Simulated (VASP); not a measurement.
# MoH6 (Fm-3m) in VASP: relaxation of cell and atoms with PBE

Aim: the relaxation of cell and atoms of MoH6 with PBE.

Everything below comes from runs of VASP 6.6.1. Logs are shortened: lines on timing, memory, paths and dates and some standing lists are left out, and cuts for length are marked.

## (1) Starting point

It takes space group Fm-3m (No. 225, cubic). The conventional cell has a = 6.465 Å, b = 6.465 Å, c = 6.465 Å, α = 90.00°, β = 90.00°, γ = 90.00°. Around H (site symmetry mmm) lie 8 H at 2.29 Å and 2 Mo at 2.29 Å. Mo (site symmetry m-3m) is surrounded by 12 H at 2.29 Å.

The cell was built by a generator and needn't be a form met in nature.

## (2) Relaxation of cell and atoms, PBE

The input, INCAR:

```
SYSTEM = MoH6
ALGO     = Fast           ! electronic algorithm
EDIFF    = 1E-4           ! SCF threshold, eV
EDIFFG   = -0.08          ! ionic threshold
ENCUT    = 520            ! plane-wave cutoff, eV
GGA      = PE             ! functional
IBRION   = 2              ! ionic algorithm
ISIF     = 3              ! what is computed and relaxed
ISMEAR   = 0              ! smearing method
KPAR     = 2            
LASPH    = .True.         ! aspherical terms in the spheres
LCHARG   = .False.        ! write CHGCAR
LREAL    = .False.        ! projectors in reciprocal space
LWAVE    = .False.        ! write WAVECAR
NELM     = 60             ! most SCF steps
NSW      = 24             ! ionic steps
PREC     = Normal         ! precision mode
SIGMA    = 0.15           ! smearing width, eV
```

The input, KPOINTS:

```
k-points
0
Gamma
  4 4 4
  0 0 0
```

The input, POSCAR:

```
MoH6
1.0
    0.0000000000      3.2323545100      3.2323545100
    3.2323545100      0.0000000000      3.2323545100
    3.2323545100      3.2323545100      0.0000000000
H Mo
6 1
Direct
    0.5000000000      0.5000000000      0.0000000000
    0.5000000000      0.0000000000      0.5000000000
    0.0000000000      0.0000000000      0.5000000000
    0.0000000000      0.5000000000      0.0000000000
    0.0000000000      0.5000000000      0.5000000000
    0.5000000000      0.0000000000      0.0000000000
    0.0000000000      0.0000000000      0.0000000000
```

Potentials or basis: VASP PAW PBE potentials, release 64 (H, Mo_sv).

Command:

```bash
$ cat potpaw_PBE.64/H/POTCAR potpaw_PBE.64/Mo_sv/POTCAR > POTCAR
$ mpirun -np 2 vasp_std > vasp.out
```

OUTCAR:

```text
SYSTEM = MoH6
   EDIFF = 1E-4
   EDIFFG = -0.08
   ENCUT = 520
   GGA = PE
   IBRION = 2
   ISIF = 3
   ISMEAR = 0
   LASPH = .True.
   LREAL = .False.
   NELM = 60
   NSW = 24
   PREC = Normal

 ion  position               nearest neighbor table
   1  0.500  0.500  0.000-
   2  0.500  0.000  0.500-
   3  0.000  0.000  0.500-
   4  0.000  0.500  0.000-
   5  0.000  0.500  0.500-
   6  0.500  0.000  0.000-
   7  0.000  0.000  0.000-

  LATTYP: Found a face centered cubic cell.
 ALAT       =     6.4647090200

  Lattice vectors:

 A1 = (   0.0000000000,   3.2323545100,   3.2323545100)
 A2 = (   3.2323545100,   0.0000000000,   3.2323545100)
 A3 = (   3.2323545100,   3.2323545100,   0.0000000000)

Analysis of symmetry for initial positions (statically):
=====================================================================
 Subroutine PRICEL returns:
 Original cell was already a primitive cell.

 Routine SETGRP: Setting up the symmetry group for a
 face centered cubic supercell.

 Subroutine GETGRP returns: Found 48 space group operations
 (whereof 48 operations were pure point group operations)
 out of a pool of 48 trial point group operations.

The static configuration has the point symmetry O_h .

Analysis of symmetry for dynamics (positions and initial velocities):
=====================================================================
 Subroutine PRICEL returns:
 Original cell was already a primitive cell.

 Routine SETGRP: Setting up the symmetry group for a
 face centered cubic supercell.

 Subroutine GETGRP returns: Found 48 space group operations
 (whereof 48 operations were pure point group operations)
 out of a pool of 48 trial point group operations.

The dynamic configuration has the point symmetry O_h .

 Subroutine INISYM returns: Found 48 space group operations
 (whereof 48 operations are pure point group operations),
 and found     1 'primitive' translations

----------------------------------------------------------------------------------------

                                     Primitive cell

  volume of cell :      67.5440

  direct lattice vectors                    reciprocal lattice vectors
     0.000000000  3.232354510  3.232354510    -0.154686003  0.154686003  0.154686003
     3.232354510  0.000000000  3.232354510     0.154686003 -0.154686003  0.154686003
     3.232354510  3.232354510  0.000000000     0.154686003  0.154686003 -0.154686003

  length of vectors
     4.571239586  4.571239586  4.571239586     0.267924017  0.267924017  0.267924017

  position of ions in fractional coordinates (direct lattice)
     0.500000000  0.500000000  0.000000000
     0.500000000  0.000000000  0.500000000
     0.000000000  0.000000000  0.500000000
     0.000000000  0.500000000  0.000000000
     0.000000000  0.500000000  0.500000000
     0.500000000  0.000000000  0.000000000
     0.000000000  0.000000000  0.000000000

  ion indices of the primitive-cell ions
   primitive index   ion index
                 1           1
                 2           2
                 3           3
                 4           4
                 5           5
                 6           6
                 7           7

----------------------------------------------------------------------------------------

 KPOINTS: k-points

Automatic generation of k-mesh.
 Grid dimensions read from file:
 generate k-points for:    4    4    4

 Generating k-lattice:

  Cartesian coordinates                     Fractional coordinates (reciprocal lattice)
    -0.038671501  0.038671501  0.038671501     0.250000000  0.000000000  0.000000000
     0.038671501 -0.038671501  0.038671501     0.000000000  0.250000000  0.000000000
     0.038671501  0.038671501 -0.038671501     0.000000000  0.000000000  0.250000000

  Length of vectors
     0.066981004  0.066981004  0.066981004

  Shift w.r.t. Gamma in fractional coordinates (k-lattice)
     0.000000000  0.000000000  0.000000000

 Subroutine IBZKPT returns following result:
 ===========================================

 Found      8 irreducible k-points:

 Following reciprocal coordinates:
            Coordinates               Weight
  0.000000  0.000000  0.000000      1.000000
  0.250000  0.000000  0.000000      8.000000
  0.500000  0.000000  0.000000      4.000000
  0.250000  0.250000  0.000000      6.000000
  0.500000  0.250000  0.000000     24.000000
 -0.250000  0.250000  0.000000     12.000000
  0.500000  0.500000  0.000000      3.000000
 -0.250000  0.500000  0.250000      6.000000
   k-points           NKPTS =      8   k-points in BZ     NKDIM =      8   number of bands    NBANDS=     14
   number of dos      NEDOS =    301   number of ions     NIONS =      7
   total plane-waves  NPLWV =  21952
   dimension x,y,z NGX =    28 NGY =   28 NGZ =   28
   dimension x,y,z NGXF=    56 NGYF=   56 NGZF=   56
   ions per type =               6   1
   NGX,Y,Z   is equivalent  to a cutoff of  10.18, 10.18, 10.18 a.u.
   NGXF,Y,Z  is equivalent  to a cutoff of  20.37, 20.37, 20.37 a.u.
 SYSTEM =  MoH6
   PREC   = normal    normal or accurate (medium, high low for compatibility)
   ISTART =      0    job   : 0-new  1-cont  2-samecut
   ICHARG =      2    charge: 1-file 2-atom 10-const
   ISPIN  =      1    spin polarized calculation?
   LNONCOLLINEAR =      F non collinear calculations
   LSORBIT =      F    spin-orbit coupling
   LASPH  =      T    aspherical Exc in radial PAW
   ENCUT  =  520.0 eV  38.22 Ry    6.18 a.u.   8.50  8.50  8.50*2*pi/ulx,y,z
   NELM   =     60;   NELMIN=  2; NELMDL= -5     # of ELM steps
   EDIFF  = 0.1E-03   stopping-criterion for ELM
   LREAL  =      F    real-space projection
   EDIFFG = -.8E-01   stopping-criterion for IOM
   NSW    =     24    number of steps for IOM
   IBRION =      2    ionic relax: 0-MD 1-quasi-New 2-CG
   NFREE  =      1    steps in history (QN), initial steepest desc. (CG)
   ISIF   =      3    stress and relaxation
   ISYM   =      2    0-nonsym 1-usesym 2-fastsym
   POTIM  = 0.5000    time-step for ionic-motion
   TEBEG  =    0.0;   TEEND  =   0.0 temperature during run
   PSTRESS=    0.0 pullay stress
   NELECT =      20.0000    total number of electrons
   NUPDOWN=      -1.0000    fix difference up-down
   EMIN   =  10.00;   EMAX   =-10.00  energy-range for DOS
   EFERMI =   0.00;   METHOD = LEGACY
   ISMEAR =     0;   SIGMA  =   0.15  broadening in eV -4-tet -1-fermi 0-gaus
   EFERMI_NEDOS =   21; number of points for ismear=-14 and -15
   IALGO  =     68    algorithm
   IMIX   =      4    mixing-type and parameters
     AMIX     =   0.40;   BMIX     =  1.00
     AMIX_MAG =   1.60;   BMIX_MAG =  1.00
  volume/ion in A,a.u.               =       9.65        65.12
  Fermi-wavevector in a.u.,A,eV,Ry     =   1.091162  2.061997 16.199562  1.190634
  Thomas-Fermi vector in A             =   2.227401
   LORBIT       =      0    0 simple, 1 ext, 2 COOP (PROOUT), +10 PAW based schemes
   GGA     = PE    functional components
   LHFCALC =     F    Hartree Fock is set to
   AEXX    =    0.0000 exact exchange contribution
   IVDW    =     0    specifies the selected vdW correction
   LEPSILON=     F    determine dielectric tensor
   LRPA    =     F    only Hartree local field effects (RPA)
 conjugate gradient relaxation of ions
 non-spin polarized calculation
 RMM-DIIS sequential band-by-band and
 Gauss-broadening in eV      SIGMA  =   0.15
  energy-cutoff  :      520.00
  volume of cell :       67.54
 maximum number of plane-waves:      1837
   NGX = 17   NGY = 17   NGZ = 17

--------------------------------------- Ionic step        1  -------------------------------------------

 number of electron      19.9999994 magnetization

 Free energy of the ion-electron system (eV)
  ---------------------------------------------------
  ext. energy  EPLUGINS =         0.00000000
  ---------------------------------------------------
  free energy    TOTEN  =       -23.59657738 eV

  energy without entropy =      -23.49538731  energy(sigma->0) =      -23.54598235

------------------------ aborting loop because EDIFF is reached ----------------------------------------

  FORCE on cell =-STRESS in cart. coord.  units (eV):
  Direction    XX          YY          ZZ          XY          YZ          ZX
  --------------------------------------------------------------------------------------
  -------------------------------------------------------------------------------------
  Total      -11.3472930    -11.3472930    -11.3472930      0.0000000      0.0000000      0.0000000
  in kB     -269.1633340   -269.1633340   -269.1633340      0.0000000      0.0000000      0.0000000
  external PRESSURE =    -269.1633340 kB  Pullay stress =       0.0000000 kB
[... 26 lines left out ...]
  energy  without entropy=      -23.4953873112  energy(sigma->0) =      -23.54598235

--------------------------------------- Ionic step        2  -------------------------------------------

 number of electron      19.9999997 magnetization

 E-fermi :   2.3004     XC(G=0):  -9.7825

 val. band max:        2.2785966769   @ k =  -0.2500   0.5000   0.2500
 cond. band min:       2.3557380324   @ k =  -0.2500   0.2500   0.0000
 fundamental gap:      0.0771413555
 Fermi energy:         2.3003750047

 k-point     1 :       0.0000    0.0000    0.0000
  band No.  band energies     occupation
      1     -59.0778      2.00000
      2     -33.0830      2.00000
      3     -33.0830      2.00000
      4     -33.0830      2.00000
      5      -6.5241      2.00000
      6      -1.3835      2.00000
      7      -1.3835      2.00000
      8      -1.3835      2.00000
      9       0.5980      2.00000
     10       0.5980      2.00000
     11       7.9432      0.00000
     12       7.9439      0.00000
     13       8.3321      0.00000
     14       8.5646      0.00000
[... 278 lines left out ...]
  energy  without entropy=      -27.2684194646  energy(sigma->0) =      -27.29787642

--------------------------------------- Ionic step        6  -------------------------------------------

 number of electron      20.0000003 magnetization

 Free energy of the ion-electron system (eV)
  ---------------------------------------------------
  ext. energy  EPLUGINS =         0.00000000
  ---------------------------------------------------
  free energy    TOTEN  =       -27.35021176 eV

  energy without entropy =      -27.29354148  energy(sigma->0) =      -27.32187662

 E-fermi :   5.1174     XC(G=0): -11.0624

 val. band max:        5.1124154051   @ k =  -0.2500   0.5000   0.2500
 cond. band min:       5.2170445937   @ k =  -0.2500   0.2500   0.0000
 fundamental gap:      0.1046291886
 Fermi energy:         5.1174365812

 k-point     1 :       0.0000    0.0000    0.0000
  band No.  band energies     occupation
      1     -56.0838      2.00000
      2     -30.1722      2.00000
      3     -30.1722      2.00000
      4     -30.1722      2.00000
      5      -6.0884      2.00000
      6       0.0745      2.00000
      7       0.0745      2.00000
      8       0.0745      2.00000
      9       2.7244      2.00000
     10       2.7244      2.00000
     11      13.1600      0.00000
     12      13.1600      0.00000
     13      13.8166      0.00000
     14      13.8269      0.00000
[... 151 lines left out ...]
  FREE ENERGIE OF THE ION-ELECTRON SYSTEM (eV)
  ---------------------------------------------------
  free  energy   TOTEN  =       -27.3502117565 eV

  energy  without entropy=      -27.2935414784  energy(sigma->0) =      -27.32187662

 reached required accuracy - stopping structural energy minimisation
```

It took 37 s on 2 MPI ranks of Intel Xeon Platinum 8488C (Sapphire Rapids), shared host; peak memory 0.15 GiB.

What came out:

```yaml
Free_energy: -27.3502 eV
Relaxed_volume: 5.58 Å³/atom
Relaxed_cell: a = 3.807 Å, b = 3.807 Å, c = 3.807 Å, α = 60.00°, β = 60.00°, γ = 60.00°
Space_group_after_relaxing_to_0.05_Å: Fm-3m (No. 225)
Energy_gained_by_relaxing: 536.2 meV/atom
Ionic_steps: 6
Pressure_after_relaxing: -1.0 GPa
Band_gap_on_the_k_mesh: none (metal or under the smearing width)
```

Step by step:
| step | energy change (eV) | largest force (eV/Å) | pressure (GPa) | volume (Å³) |
| --- | --- | --- | --- | --- |
| 1 | 0.0000 | 0.0000 | -26.92 | 67.54 |
| 2 | -2.4086 | 0.0000 | -23.81 | 52.90 |
| 3 | -3.5598 | 0.0000 | -11.56 | 43.40 |
| 4 | -1.5640 | 0.0000 | 83.37 | 27.96 |
| 5 | -3.7308 | 0.0000 | -3.99 | 40.33 |
| 6 | -3.7536 | 0.0000 | -1.03 | 39.03 |

Final structure:
```
H Mo
1.0
     0.00000    2.69222    2.69222
     2.69222    0.00000    2.69222
     2.69222    2.69222    0.00000
H Mo
6 1
Cartesian
  1.3461 1.3461 2.6922
  1.3461 2.6922 1.3461
  1.3461 4.0383 2.6922
  4.0383 2.6922 1.3461
  2.6922 1.3461 1.3461
  2.6922 4.0383 1.3461
  2.6922 0.0000 2.6922
```

Caveat: the k mesh is coarse (spacing up to 0.42 Å⁻¹), so the values aren't converged; the volume moved by over 15 % at a fixed basis, so the end points are rough; the relaxation stopped at a loose force limit of 0.08 eV/Å, so its end isn't a converged minimum.
